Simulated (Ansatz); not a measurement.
**Relaxation path: Se (hcp type)**

DFT, PBE, PAW with Ansatz's default frozen-core files, scalar-relativistic (Ansatz 0.2.0); a Γ-centred 17×17×9 k mesh, Fermi–Dirac smearing of 0.08 eV, no spin polarisation. The run relaxes cell and atoms at a target pressure of 130 GPa.

Command: `ansatz run input.yaml --threads 1 --pin off --max-ram 3584MiB --backend cpu --events-out ev --progress --plain --runs-dir out` It took 46 s on 1 thread of Arm Neoverse V1 (shared host), peak memory 0.35 GiB.

```yaml
crystal:
  lattice:
    - [2.5751054913, 0.0, 0.0]
    - [-1.2875527456, 2.2301067729, 0.0]
    - [0.0, 0.0, 4.1716708959]
  atoms:
    - { symbol: Se, position: [0.3333333333, 0.6666666667, 0.25] }
    - { symbol: Se, position: [0.6666666667, 0.3333333333, 0.75] }
kpoints:
  mp_grid: { grid: [17, 17, 9] }
scf:
  occupations: { method: fermi_dirac, width: 0.08 }
hamiltonian:
  xc: pbe
  pseudopotentials: { kind: paw }
output:
  forces: true
  stress: true
  eigenvalues: true
  write_density: true
  write_potential: true
  elf: true
  volumetric_format: npy
relax:
  f_tol: 0.005
  max_steps: 40
  cell: { p_target: 130.0, stress_tol: 0.065 }
```

Each step lists its enthalpy F + pV a cell above the last geometry, the pressure, the cell vectors (Å), and Cartesian positions (Å) with forces (eV/Å).

The first step:

```
step 1  dH = 88.59 meV  P = 122.3 GPa
  cell 2.5751 0.0000 0.0000  -1.2876 2.2301 0.0000  0.0000 0.0000 4.1717
  Se 0.0000 1.4867 1.0429   0.0000 0.0000 0.0000
  Se 1.2876 0.7434 3.1288   0.0000 0.0000 0.0000
```

Problem. Where does the relaxation end, and by which steps?

Solution. After 8 geometries, with conventional a, b, c = 2.654, 2.654, 3.883 Å, at 11.844 Å³/atom (-1.12 % against the start) in space group P6_3/mmc, with a shortest distance of 2.473 Å. The further steps:
```
step 2  dH = 31.45 meV  P = 137.5 GPa
  cell 2.5872 0.0000 0.0000  -1.2936 2.2406 0.0000  0.0000 0.0000 4.0167
  Se 0.0000 1.4937 1.0042   0.0000 0.0000 0.0000
  Se 1.2936 0.7469 3.0125   0.0000 0.0000 0.0000
step 3  dH = 12.87 meV  P = 130.3 GPa
  cell 2.6252 0.0000 0.0000  -1.3126 2.2735 0.0000  0.0000 0.0000 3.9614
  Se 0.0000 1.5156 0.9903   0.0000 0.0000 0.0000
  Se 1.3126 0.7578 2.9710   0.0000 0.0000 0.0000
step 4  dH = 2.85 meV  P = 129.7 GPa
  cell 2.6441 0.0000 0.0000  -1.3220 2.2898 0.0000  0.0000 0.0000 3.9118
  Se 0.0000 1.5266 0.9779   0.0000 0.0000 0.0000
  Se 1.3220 0.7633 2.9338   0.0000 0.0000 0.0000
step 5  dH = 40.01 meV  P = 131.9 GPa  (not accepted)
  cell 2.7032 0.0000 0.0000  -1.3516 2.3411 0.0000  0.0000 0.0000 3.7523
  Se 0.0000 1.5607 0.9381   0.0000 0.0000 0.0000
  Se 1.3516 0.7804 2.8143   0.0000 0.0000 0.0000
step 6  dH = 1.07 meV  P = 129.6 GPa
  cell 2.6613 0.0000 0.0000  -1.3307 2.3048 0.0000  0.0000 0.0000 3.8676
  Se 0.0000 1.5365 0.9669   0.0000 0.0000 0.0000
  Se 1.3307 0.7683 2.9007   0.0000 0.0000 0.0000
step 7  dH = 0.00 meV  P = 129.9 GPa
  cell 2.6541 0.0000 0.0000  -1.3271 2.2986 0.0000  0.0000 0.0000 3.8836
  Se 0.0000 1.5324 0.9709   0.0000 0.0000 0.0000
  Se 1.3271 0.7662 2.9127   0.0000 0.0000 0.0000
step 8  dH = 0.00 meV  P = 130.0 GPa
  cell 2.6540 0.0000 0.0000  -1.3270 2.2985 0.0000  0.0000 0.0000 3.8832
  Se 0.0000 1.5323 0.9708   0.0000 0.0000 0.0000
  Se 1.3270 0.7662 2.9124   0.0000 0.0000 0.0000
step 9  dH = 0.07 meV  P = 130.0 GPa  (same geometry on a basis chosen anew; earlier energies don't compare to the last digit)
  cell 2.6540 0.0000 0.0000  -1.3270 2.2985 0.0000  0.0000 0.0000 3.8832
  Se 0.0000 1.5323 0.9708   0.0000 0.0000 0.0000
  Se 1.3270 0.7662 2.9124   0.0000 0.0000 0.0000
```
